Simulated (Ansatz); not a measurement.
**Random displacements in TiAl₃**

Level of theory: Ansatz, DFT r2SCAN, scalar-relativistic, plane waves, PAW. Cutoff 500 eV, Γ-centred 12×12×12 k-points, Gaussian smearing of 0.15 eV. No spin polarisation. Energies are free energies at this smearing, counted from the undisturbed cell; pressure is positive in compression.

The starting cell (relaxed at this level; this form isn't the usual structure):

```
Ti Al
1.0
     3.95567    0.00000    0.00000
     0.00000    3.95567    0.00000
     0.00000    0.00000    3.95567
Ti Al
1 3
Cartesian
  0.0000 0.0000 0.0000
  1.9778 1.9778 0.0000
  1.9778 0.0000 1.9778
  0.0000 1.9778 1.9778
```

The atoms are displaced (Å, in the unstrained cell):

| atom | ux | uy | uz |
| --- | --- | --- | --- |
| Ti1 | 0.120 | 0.075 | -0.196 |
| Al2 | 0.001 | 0.148 | 0.141 |
| Al3 | -0.090 | -0.065 | 0.175 |
| Al4 | -0.030 | -0.159 | -0.120 |

Strain (Voigt, engineering shear): (0.0637, -0.0097, -0.0262, -0.0571, 0.0118, 0.0726).

What are the energy change, the stress and the forces?

ΔE = 279.6 meV/atom; stress (xx, yy, zz, yz, xz, xy; compression positive) (-0.81, 3.43, 10.38, 4.73, -4.08, -4.79) GPa.
```csv
atom,Fx (eV/Å),Fy,Fz
Ti1,-1.86,-0.91,2.11
Al2,0.36,-1.32,-1.08
Al3,1.65,0.68,-1.53
Al4,-0.16,1.55,0.50
```

Cost: 1 run of about 1.9 core-minutes, on Intel Xeon Platinum 8488C (Sapphire Rapids) (shared hosts).